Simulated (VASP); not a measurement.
# Nb: relaxation of cell and atoms with revPBE+dDsC+U

Nb:

```
Nb
1.0
    -1.66395    1.66395    1.66395
     1.66395   -1.66395    1.66395
     1.66395    1.66395   -1.66395
Nb
1
Cartesian
  0.0000 0.0000 0.0000
```

```yaml
Program: VASP 6.6.1
Task: relaxation of cell and atoms
Functional: revPBE
Dispersion: dDsC
Potentials_or_basis: VASP PAW PBE potentials, release 54 (Nb_sv)
Cutoff: 600 eV
k_mesh: 11 × 11 × 11
Occupations: fermi-dirac, width 0.1 eV
Spin: no spin polarisation
Hubbard_terms: Nb d U = 5 eV, J = 1.0 eV
LDAUTYPE: 2
Hund's_J: 1
Further_INCAR_settings: ALGO = Normal; EDIFF = 1e-06; IBRION = 2; EDIFFG = -0.005; NSW = 60; ISIF = 3
```

| Item | Value |
| --- | --- |
| Relaxed volume | 18.98 Å³/atom |
| Relaxed cell | a = 2.910 Å, b = 2.910 Å, c = 2.910 Å, α = 109.47°, β = 109.47°, γ = 109.47° |
| Space group after relaxing (to 0.05 Å) | Im-3m (No. 229) |
| Energy gained by relaxing | 16.9 meV/atom |
| Ionic steps | 5 |
| Pressure after relaxing | 0.0 GPa |
| Band gap on the k mesh | none (metal or under the smearing width) |
| Dispersion energy per atom | -0.540 eV |

Step by step:
| step | energy change (eV) | largest force (eV/Å) | pressure (GPa) | volume (Å³) |
| --- | --- | --- | --- | --- |
| 1 | 0.0000 | 0.0000 | 5.34 | 18.43 |
| 2 | 0.0003 | 0.0000 | -8.89 | 20.11 |
| 3 | -0.0184 | 0.0000 | -3.39 | 19.37 |
| 4 | -0.0171 | 0.0000 | -0.11 | 18.99 |
| 5 | -0.0169 | 0.0000 | 0.01 | 18.98 |

Final structure:
```
Nb
1.0
    -1.68030    1.68030    1.68030
     1.68030   -1.68030    1.68030
     1.68030    1.68030   -1.68030
Nb
1
Cartesian
  0.0000 0.0000 0.0000
```

Levels at points of the mesh, in eV from the Fermi level:
| k point | band 2 | band 3 | band 4 | band 5 | band 6 | band 7 | band 8 | band 9 | band 10 |
| --- | --- | --- | --- | --- | --- | --- | --- | --- | --- |
| (0.00, 0.00, 0.00) | -30.61 | -30.61 | -30.61 | -6.37 | 0.54 | 0.54 | 0.54 | 3.56 | 3.56 |

Eigenvalues of the final occupation matrices:
| site | spin | trace | eigenvalues |
| --- | --- | --- | --- |
| site 1 d | 1 | 1.07 | 0.17 0.17 0.25 0.25 0.25 |
| site 1 d | 2 | 1.07 | 0.17 0.17 0.25 0.25 0.25 |

Wall time 38 s on 1 thread of AMD EPYC 9R45 (Zen 5) (shared host), peak memory 0.12 GiB.

Caveat: the PAW data sets were made with another functional, which shifts forces and pressure a little; U without spin polarisation on a metal has little footing; pairwise dispersion overbinds metals, which lowers pressure and volume; the U is typed as a test and isn't derived for this compound. Zero-point motion and thermal expansion aren't in these numbers.
